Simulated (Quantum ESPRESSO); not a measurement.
Crystal: HgTe (Coloradoite).

```xyz
2
Lattice="0.0000 3.2145 3.2145 3.2145 0.0000 3.2145 3.2145 3.2145 0.0000" Properties=species:S:1:pos:R:3 pbc="T T T"
Hg    0.0000    0.0000    0.0000
Te    4.8217    4.8217    4.8217
```

Base run:

- Program: Quantum ESPRESSO 7.5
- Functional: LDA
- Potentials or basis: PseudoDojo 0.4.1 SR LDA standard
- Cutoff: 1088 eV
- Density cutoff: 4354 eV
- k mesh: 5 × 5 × 5
- Occupations: fermi-dirac, width 0.05 eV
- Spin: no spin polarisation

Its results: band gap on the k mesh none (metal or under the smearing width); pressure 0.3 GPa.

Question: The run is repeated on the same cell with these changes: functional from LDA to PBEsol; potentials or basis from PseudoDojo 0.4.1 SR LDA standard to PseudoDojo 0.4.1 SR PBEsol standard. What comes out?

Answer: Band gap on the k mesh none (metal or under the smearing width); pressure 2.0 GPa.

Caveats: spin-orbit coupling is left out, which moves the levels of the heavy elements.
